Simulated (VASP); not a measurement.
# PbSe (Pm-3m) in VASP: a series of runs

Runs on PbSe. Level: PBEsol. Tasks: single point.

Everything below comes from runs of VASP 6.6.1. Logs are shortened: lines on timing, memory, paths and dates and some standing lists are left out, and cuts for length are marked.

**1. The crystal as given**

It takes space group Pm-3m (No. 221, cubic). The conventional cell has a = 3.784 Å, b = 3.784 Å, c = 3.784 Å, α = 90.00°, β = 90.00°, γ = 90.00°. Pb (site symmetry m-3m) is surrounded by 8 Se at 3.28 Å. Se (site symmetry m-3m) has 8 Pb at 3.28 Å as nearest neighbours.

Measurements of this composition are mostly on another form, of space group No. 225.

**2. Single point, PBEsol**

The input, INCAR:

```
SYSTEM = PbSe
  ADDGRID = .True.
  ALGO = Normal
  EDIFF = 1E-6
  ENCUT = 460
  GGA = PS
  ISIF = 2
  ISMEAR = 0
  LASPH = .True.
  LCHARG = .False.
  LREAL = .False.
  LWAVE = .False.
  NELM = 100
  PREC = Accurate
  SIGMA = 0.05
```

The input, KPOINTS:

```
k-points
0
Gamma
  5 5 5
  0 0 0
```

The input, POSCAR:

```
PbSe
1.0
    3.7843220000      0.0000000000      0.0000000000
    0.0000000000      3.7843220000      0.0000000000
    0.0000000000      0.0000000000      3.7843220000
Pb Se
1 1
Direct
    0.0000000000      0.0000000000      0.0000000000
    0.5000000000      0.5000000000      0.5000000000
```

Potentials or basis: VASP PAW PBE potentials, release 64 (Pb_d, Se).

The run is started by

```bash
$ cat potpaw_PBE.64/Pb_d/POTCAR potpaw_PBE.64/Se/POTCAR > POTCAR
$ mpirun -np 1 vasp_std > vasp.out
```

OUTCAR:

```text
SYSTEM = PbSe
   EDIFF = 1E-6
   ENCUT = 460
   GGA = PS
   ISIF = 2
   ISMEAR = 0
   LASPH = .True.
   LREAL = .False.
   NELM = 100
   PREC = Accurate

 Found     10 irreducible k-points:

 Following reciprocal coordinates:
            Coordinates               Weight
  0.000000  0.000000  0.000000      1.000000
  0.200000  0.000000  0.000000      6.000000
  0.400000  0.000000  0.000000      6.000000
  0.200000  0.200000  0.000000     12.000000
  0.400000  0.200000  0.000000     24.000000
  0.400000  0.400000  0.000000     12.000000
   k-points           NKPTS =     10   k-points in BZ     NKDIM =     10   number of bands    NBANDS=     14
   number of dos      NEDOS =    301   number of ions     NIONS =      2
   total plane-waves  NPLWV =  21952
   dimension x,y,z NGX =    28 NGY =   28 NGZ =   28
   dimension x,y,z NGXF=    56 NGYF=   56 NGZF=   56
   ions per type =               1   1
   NGX,Y,Z   is equivalent  to a cutoff of  12.30, 12.30, 12.30 a.u.
   NGXF,Y,Z  is equivalent  to a cutoff of  24.60, 24.60, 24.60 a.u.
 SYSTEM =  PbSe
   PREC   = accura    normal or accurate (medium, high low for compatibility)
   ISTART =      0    job   : 0-new  1-cont  2-samecut
   ICHARG =      2    charge: 1-file 2-atom 10-const
   ISPIN  =      1    spin polarized calculation?
   LNONCOLLINEAR =      F non collinear calculations
   LSORBIT =      F    spin-orbit coupling
   LASPH  =      T    aspherical Exc in radial PAW
   ENCUT  =  460.0 eV  33.81 Ry    5.81 a.u.   6.62  6.62  6.62*2*pi/ulx,y,z
   NELM   =    100;   NELMIN=  2; NELMDL= -5     # of ELM steps
   EDIFF  = 0.1E-05   stopping-criterion for ELM
   LREAL  =      F    real-space projection
   EDIFFG = 0.1E-04   stopping-criterion for IOM
   NSW    =      0    number of steps for IOM
   IBRION =     -1    ionic relax: 0-MD 1-quasi-New 2-CG
   NFREE  =      0    steps in history (QN), initial steepest desc. (CG)
   ISIF   =      2    stress and relaxation
   ISYM   =      2    0-nonsym 1-usesym 2-fastsym
   POTIM  = 0.5000    time-step for ionic-motion
   TEBEG  =    0.0;   TEEND  =   0.0 temperature during run
   PSTRESS=    0.0 pullay stress
   NELECT =      20.0000    total number of electrons
   NUPDOWN=      -1.0000    fix difference up-down
   EMIN   =  10.00;   EMAX   =-10.00  energy-range for DOS
   EFERMI =   0.00;   METHOD = LEGACY
   ISMEAR =     0;   SIGMA  =   0.05  broadening in eV -4-tet -1-fermi 0-gaus
   EFERMI_NEDOS =   21; number of points for ismear=-14 and -15
   IALGO  =     38    algorithm
   IMIX   =      4    mixing-type and parameters
     AMIX     =   0.40;   BMIX     =  1.00
     AMIX_MAG =   1.60;   BMIX_MAG =  1.00
  volume/ion in A,a.u.               =      27.10       182.87
  Fermi-wavevector in a.u.,A,eV,Ry     =   1.174258  2.219025 18.760817  1.378881
  Thomas-Fermi vector in A             =   2.310658
   LORBIT       =      0    0 simple, 1 ext, 2 COOP (PROOUT), +10 PAW based schemes
   GGA     = PS    functional components
   LHFCALC =     F    Hartree Fock is set to
   AEXX    =    0.0000 exact exchange contribution
   IVDW    =     0    specifies the selected vdW correction
   LEPSILON=     F    determine dielectric tensor
   LRPA    =     F    only Hartree local field effects (RPA)
 non-spin polarized calculation
 Gauss-broadening in eV      SIGMA  =   0.05
  energy-cutoff  :      460.00
  volume of cell :       54.20
 maximum number of plane-waves:      1233
 NGX is ok and might be reduce to    28
   NGX = 13   NGY = 13   NGZ = 13

 number of electron      20.0000001 magnetization

 Free energy of the ion-electron system (eV)
  ---------------------------------------------------
  ext. energy  EPLUGINS =         0.00000000
  ---------------------------------------------------
  free energy    TOTEN  =        -8.44795258 eV

  energy without entropy =       -8.44741949  energy(sigma->0) =       -8.44768604

 E-fermi :   5.2556     XC(G=0): -10.1158

 val. band max:        5.1790946601   @ k =   0.4000   0.4000   0.0000
 cond. band min:       5.3360220877   @ k =   0.4000   0.4000   0.4000
 fundamental gap:      0.1569274275
 Fermi energy:         5.2555928195

 k-point     1 :       0.0000    0.0000    0.0000
  band No.  band energies     occupation
      1     -11.7046      2.00000
      2     -11.7046      2.00000
      3     -11.5526      2.00000
      4     -11.5526      2.00000
      5     -11.5526      2.00000
      6      -7.9879      2.00000
      7      -1.8996      2.00000
      8       3.7298      2.00000
      9       3.7298      2.00000
     10       3.7298      2.00000
     11      10.2424      0.00000
     12      10.2424      0.00000
     13      11.2262      0.00000
     14      11.2262      0.00000

 k-point     2 :       0.2000    0.0000    0.0000
  band No.  band energies     occupation
      1     -11.7022      2.00000
      2     -11.6642      2.00000
      3     -11.5674      2.00000
      4     -11.5674      2.00000
      5     -11.5512      2.00000
      6      -7.6992      2.00000
      7      -2.4658      2.00000
      8       3.6214      2.00000
      9       4.0670      2.00000
     10       4.0670      2.00000
     11       8.8052      0.00000
     12      10.3408      0.00000
     13      10.3408      0.00000
     14      10.5509      0.00000

 k-point     3 :       0.4000    0.0000    0.0000
  band No.  band energies     occupation
      1     -11.6984      2.00000
      2     -11.5992      2.00000
      3     -11.5913      2.00000
      4     -11.5913      2.00000
      5     -11.5491      2.00000
      6      -7.0586      2.00000
      7      -3.5822      2.00000
      8       4.2900      2.00000
      9       4.8087      2.00000
     10       4.8087      2.00000
     11       6.1437      0.00000
     12       8.8308      0.00000
     13       8.8308      0.00000
     14      11.3693      0.00000

 k-point     4 :       0.2000    0.2000    0.0000
  band No.  band energies     occupation
      1     -11.6815      2.00000
      2     -11.6413      2.00000
      3     -11.5884      2.00000
      4     -11.5667      2.00000
      5     -11.5645      2.00000
      6      -7.4229      2.00000
      7      -2.6584      2.00000
      8       2.4437      2.00000
      9       4.3531      2.00000
     10       4.9807      2.00000
     11       7.2941      0.00000
     12       9.9949      0.00000
     13      10.0505      0.00000
     14      11.8590      0.00000

 k-point     5 :       0.4000    0.2000    0.0000
  band No.  band energies     occupation
      1     -11.6718      2.00000
      2     -11.6216      2.00000
      3     -11.5886      2.00000
      4     -11.5806      2.00000
      5     -11.5625      2.00000
      6      -6.8348      2.00000
      7      -3.2928      2.00000
      8       2.3734      2.00000
      9       4.0148      2.00000
     10       4.9432      2.00000
     11       7.0142      0.00000
     12       9.1372      0.00000
     13       9.1422      0.00000
     14      12.5848      0.00000

 k-point     6 :       0.4000    0.4000    0.0000
  band No.  band energies     occupation
      1     -11.6688      2.00000
      2     -11.6466      2.00000
      3     -11.5846      2.00000
      4     -11.5838      2.00000
      5     -11.5327      2.00000
      6      -6.4124      2.00000
      7      -2.6944      2.00000
      8       1.0374      2.00000
      9       1.8434      2.00000
     10       5.1791      1.96951
     11       8.4380      0.00000
     12       9.4023      0.00000
     13       9.7653      0.00000
     14      12.5061      0.00000

 [... further k-points ...]

------------------------ aborting loop because EDIFF is reached ----------------------------------------

  FORCE on cell =-STRESS in cart. coord.  units (eV):
  Direction    XX          YY          ZZ          XY          YZ          ZX
  --------------------------------------------------------------------------------------
  -------------------------------------------------------------------------------------
  Total       -0.9143286     -0.9143286     -0.9143286     -0.0000000     -0.0000000      0.0000000
  in kB      -27.0301603    -27.0301603    -27.0301603     -0.0000000     -0.0000000      0.0000000
  external PRESSURE =     -27.0301603 kB  Pullay stress =       0.0000000 kB

 VOLUME and BASIS-vectors are now :
 -----------------------------------------------------------------------------
  energy-cutoff  :      460.00
  volume of cell :       54.20
      direct lattice vectors                 reciprocal lattice vectors
     3.784322000  0.000000000  0.000000000     0.264248127  0.000000000  0.000000000
     0.000000000  3.784322000  0.000000000     0.000000000  0.264248127  0.000000000
     0.000000000  0.000000000  3.784322000     0.000000000  0.000000000  0.264248127

 POSITION                                       TOTAL-FORCE (eV/Angst)
 -----------------------------------------------------------------------------------
      0.00000      0.00000      0.00000         0.000000      0.000000      0.000000
      1.89216      1.89216      1.89216         0.000000      0.000000      0.000000
 -----------------------------------------------------------------------------------
    total drift:                               -0.000000      0.000000     -0.000000

  FREE ENERGIE OF THE ION-ELECTRON SYSTEM (eV)
  ---------------------------------------------------
  free  energy   TOTEN  =        -8.4479525841 eV

  energy  without entropy=       -8.4474194936  energy(sigma->0) =       -8.44768604
```

It took 14 s on 1 thread of Intel Xeon Platinum 8488C (Sapphire Rapids), shared host; peak memory 0.22 GiB.

These settings aren't checked as converged: the numbers below hold their error.

Results:

| Quantity | Value |
| --- | --- |
| Free energy | -8.4480 eV |
| Pressure | -2.7 GPa |
| Band gap on the k mesh | 0.16 eV, indirect (least direct gap 1.33 eV) |

Caveat: the PAW data sets were made with another functional, which shifts forces and pressure a little; spin-orbit coupling is left out, which as a rule narrows the gap of such compounds by several tenths of an eV; an odd mesh through Γ misses points on the zone boundary, where band edges often lie.

**3. Single point, PBEsol**

INCAR is that of step 2.

KPOINTS is that of step 2.

The input, POSCAR:

```
PbSe
1.0
    3.7843220000      0.0000000000      0.0000000000
    0.0000000000      3.7843220000      0.0000000000
    0.0000000000      0.0000000000      3.7843220000
Pb Se
1 1
Direct
    0.0499830000      0.0304240000      0.0268320000
    0.4857650000      0.4915870000      0.4882140000
```

Potentials or basis: VASP PAW PBE potentials, release 64 (Pb_d, Se).

The run is started by

```bash
$ cat potpaw_PBE.64/Pb_d/POTCAR potpaw_PBE.64/Se/POTCAR > POTCAR
$ mpirun -np 1 vasp_std > vasp.out
```

It took 38 s on 1 thread of Intel Xeon Platinum 8488C (Sapphire Rapids), shared host; peak memory 0.25 GiB.

The run converged, but some of its settings lie outside the range that counts as converged, so its numbers aren't taken as properties of the crystal.

Results:

```
Free energy            : -8.4967 eV
Pressure               : -1.5 GPa
Largest force          : 0.205 eV/Å
Band gap on the k mesh : 0.21 eV, indirect (least direct gap 1.55 eV)
```

Caveat: the PAW data sets were made with another functional, which shifts forces and pressure a little; spin-orbit coupling is left out, which as a rule narrows the gap of such compounds by several tenths of an eV; an odd mesh through Γ misses points on the zone boundary, where band edges often lie.

**4. Single point, PBEsol**

Edit INCAR of step 3 so:

```diff
@@ -1,3 +1,3 @@
 SYSTEM = PbSe
-  ADDGRID = .True.
+  ADDGRID = .False.
   ALGO = Normal
@@ -8,3 +8,3 @@
   ISMEAR = 0
-  LASPH = .True.
+  LASPH = .False.
   LCHARG = .False.
```

KPOINTS is that of step 3.

The input, POSCAR:

```
PbSe
1.0
    3.7843220000      0.0000000000      0.0000000000
    0.0000000000      3.7843220000      0.0000000000
    0.0000000000      0.0000000000      3.7843220000
Pb Se
1 1
Direct
    0.0000000000      0.0000000000      0.0000000000
    0.5000000000      0.5000000000      0.5000000000
```

Potentials or basis: VASP PAW PBE potentials, release 64 (Pb_d, Se).

The run is started by

```bash
$ cat potpaw_PBE.64/Pb_d/POTCAR potpaw_PBE.64/Se/POTCAR > POTCAR
$ mpirun -np 1 vasp_std > vasp.out
```

OUTCAR:

```text
SYSTEM = PbSe
   EDIFF = 1E-6
   ENCUT = 460
   GGA = PS
   ISIF = 2
   ISMEAR = 0
   LASPH = .False.
   LREAL = .False.
   NELM = 100
   PREC = Accurate

 Found     10 irreducible k-points:

 Following reciprocal coordinates:
            Coordinates               Weight
  0.000000  0.000000  0.000000      1.000000
  0.200000  0.000000  0.000000      6.000000
  0.400000  0.000000  0.000000      6.000000
  0.200000  0.200000  0.000000     12.000000
  0.400000  0.200000  0.000000     24.000000
  0.400000  0.400000  0.000000     12.000000
   k-points           NKPTS =     10   k-points in BZ     NKDIM =     10   number of bands    NBANDS=     14
[... 180 lines left out ...]
  FORCE on cell =-STRESS in cart. coord.  units (eV):
  Direction    XX          YY          ZZ          XY          YZ          ZX
  --------------------------------------------------------------------------------------
  -------------------------------------------------------------------------------------
  Total       -0.9147837     -0.9147837     -0.9147837     -0.0000000      0.0000000      0.0000000
  in kB      -27.0436142    -27.0436142    -27.0436142     -0.0000000      0.0000000      0.0000000
  external PRESSURE =     -27.0436142 kB  Pullay stress =       0.0000000 kB

 VOLUME and BASIS-vectors are now :
 -----------------------------------------------------------------------------
  energy-cutoff  :      460.00
  volume of cell :       54.20
      direct lattice vectors                 reciprocal lattice vectors
     3.784322000  0.000000000  0.000000000     0.264248127  0.000000000  0.000000000
     0.000000000  3.784322000  0.000000000     0.000000000  0.264248127  0.000000000
     0.000000000  0.000000000  3.784322000     0.000000000  0.000000000  0.264248127

 POSITION                                       TOTAL-FORCE (eV/Angst)
 -----------------------------------------------------------------------------------
      0.00000      0.00000      0.00000         0.000000      0.000000      0.000000
      1.89216      1.89216      1.89216         0.000000      0.000000      0.000000
 -----------------------------------------------------------------------------------
    total drift:                               -0.000000      0.000000     -0.000000

  FREE ENERGIE OF THE ION-ELECTRON SYSTEM (eV)
  ---------------------------------------------------
  free  energy   TOTEN  =        -8.4479577226 eV

  energy  without entropy=       -8.4474246397  energy(sigma->0) =       -8.44769118
```

OSZICAR:

```text
N       E                     dE             d eps       ncg     rms          rms(c)
DAV:   1     0.148926377289E+03    0.14893E+03   -0.93612E+03   280   0.138E+03
DAV:   2     0.288377854499E+01   -0.14604E+03   -0.14244E+03   286   0.333E+02
DAV:   3    -0.863927622273E+01   -0.11523E+02   -0.11236E+02   382   0.983E+01
DAV:   4    -0.887231135252E+01   -0.23304E+00   -0.23297E+00   292   0.173E+01
DAV:   5    -0.887992639920E+01   -0.76150E-02   -0.76148E-02   372   0.308E+00    0.277E+00
DAV:   6    -0.846351400222E+01    0.41641E+00   -0.11105E+00   382   0.848E+00    0.152E+00
DAV:   7    -0.845046999715E+01    0.13044E-01   -0.14003E-01   322   0.211E+00    0.785E-01
DAV:   8    -0.844889600028E+01    0.15740E-02   -0.17989E-02   328   0.152E+00    0.125E-01
DAV:   9    -0.844808077311E+01    0.81523E-03   -0.79564E-03   392   0.701E-01    0.760E-02
DAV:  10    -0.844796389971E+01    0.11687E-03   -0.11226E-03   362   0.234E-01    0.212E-02
DAV:  11    -0.844796036871E+01    0.35310E-05   -0.13175E-04   346   0.824E-02    0.101E-02
DAV:  12    -0.844795783740E+01    0.25313E-05   -0.14234E-05   352   0.470E-02    0.237E-03
DAV:  13    -0.844795772262E+01    0.11478E-06   -0.16259E-06   198   0.803E-03
   1 F= -.84479577E+01 E0= -.84476912E+01  d E =-.533083E-03
```

stdout:

```text
POSCAR found type information on POSCAR PbSe
 POSCAR found :  2 types and       2 ions
 scaLAPACK will be used
 -----------------------------------------------------------------------------
|                                                                             |
|                                                                             |
|     You enforced a specific xc type in the INCAR file but a different       |
|     I HOPE YOU KNOW WHAT YOU ARE DOING!                                     |
|                                                                             |
 -----------------------------------------------------------------------------

 LDA part: xc-table for (Slater+PW92), standard interpolation
 POSCAR, INCAR and KPOINTS ok, starting setup
 FFT: planning ... GRIDC
 FFT: planning ... GRID_SOFT
 FFT: planning ... GRID
 WAVECAR not read
 entering main loop
```

Wall time 7.3 s (1 thread of Intel Xeon Platinum 8488C (Sapphire Rapids), shared host); peak memory 0.15 GiB.

These settings aren't checked as converged: the numbers below hold their error.

What came out:

```yaml
Free_energy: -8.4480 eV
Pressure: -2.7 GPa
Band_gap_on_the_k_mesh: 0.16 eV, indirect (least direct gap 1.33 eV)
```

Caveat: the PAW data sets were made with another functional, which shifts forces and pressure a little; spin-orbit coupling is left out, which as a rule narrows the gap of such compounds by several tenths of an eV; an odd mesh through Γ misses points on the zone boundary, where band edges often lie.

**5. Single point, PBEsol**

INCAR is that of step 4.

KPOINTS is that of step 4.

The input, POSCAR:

```
PbSe
1.0
    3.7843220000      0.0000000000      0.0000000000
    0.0000000000      3.7843220000      0.0000000000
    0.0000000000      0.0000000000      3.7843220000
Pb Se
1 1
Direct
    0.0499830000      0.0304240000      0.0268320000
    0.4857650000      0.4915870000      0.4882140000
```

The run is started by

```bash
$ cat potpaw_PBE.64/Pb_d/POTCAR potpaw_PBE.64/Se/POTCAR > POTCAR
$ mpirun -np 1 vasp_std > vasp.out
```

Run time: 32 s. Hardware: 1 thread of Intel Xeon Platinum 8488C (Sapphire Rapids), shared host; peak memory 0.18 GiB.

The run converged, but some of its settings lie outside the range that counts as converged, so its numbers aren't taken as properties of the crystal.

Results:

```
Free energy            : -8.4965 eV
Pressure               : -1.5 GPa
Largest force          : 0.204 eV/Å
Band gap on the k mesh : 0.21 eV, indirect (least direct gap 1.55 eV)
```

Caveat: the PAW data sets were made with another functional, which shifts forces and pressure a little; spin-orbit coupling is left out, which as a rule narrows the gap of such compounds by several tenths of an eV; an odd mesh through Γ misses points on the zone boundary, where band edges often lie.

**6. Single point, PBEsol**

The input, INCAR:

```
SYSTEM = PbSe
  ADDGRID = .False.
  ALGO = Normal
  EDIFF = 1E-4
  ENCUT = 460
  GGA = PS
  ISIF = 2
  ISMEAR = 0
  LASPH = .True.
  LCHARG = .False.
  LREAL = Auto
  LWAVE = .False.
  NELM = 100
  PREC = Normal
  SIGMA = 0.05
```

KPOINTS is that of step 5.

The input, POSCAR:

```
PbSe
1.0
    3.7843220000      0.0000000000      0.0000000000
    0.0000000000      3.7843220000      0.0000000000
    0.0000000000      0.0000000000      3.7843220000
Pb Se
1 1
Direct
    0.0000000000      0.0000000000      0.0000000000
    0.5000000000      0.5000000000      0.5000000000
```

Potentials or basis: VASP PAW PBE potentials, release 64 (Pb_d, Se).

The run is started by

```bash
$ cat potpaw_PBE.64/Pb_d/POTCAR potpaw_PBE.64/Se/POTCAR > POTCAR
$ mpirun -np 1 vasp_std > vasp.out
```

Wall time 5 s (1 thread of Intel Xeon Platinum 8488C (Sapphire Rapids), shared host); peak memory 0.12 GiB.

These settings aren't checked as converged: the numbers below hold their error.

Results:

- Free energy: -8.4486 eV
- Pressure: -2.8 GPa
- Band gap on the k mesh: 0.15 eV, indirect (least direct gap 1.33 eV)

Caveat: the PAW data sets were made with another functional, which shifts forces and pressure a little; spin-orbit coupling is left out, which as a rule narrows the gap of such compounds by several tenths of an eV; an odd mesh through Γ misses points on the zone boundary, where band edges often lie.

**7. The reference run**

An earlier run on the cell as given: functional PBE; potentials or basis VASP PAW PBE potentials, release 64 (Pb_d, Se); cutoff 520 eV; k mesh 7 × 7 × 7; occupations fermi-dirac, width 0.05 eV; no spin polarisation.

- Pressure: -0.2 GPa
- Band gap on the k mesh: none (metal or under the smearing width)
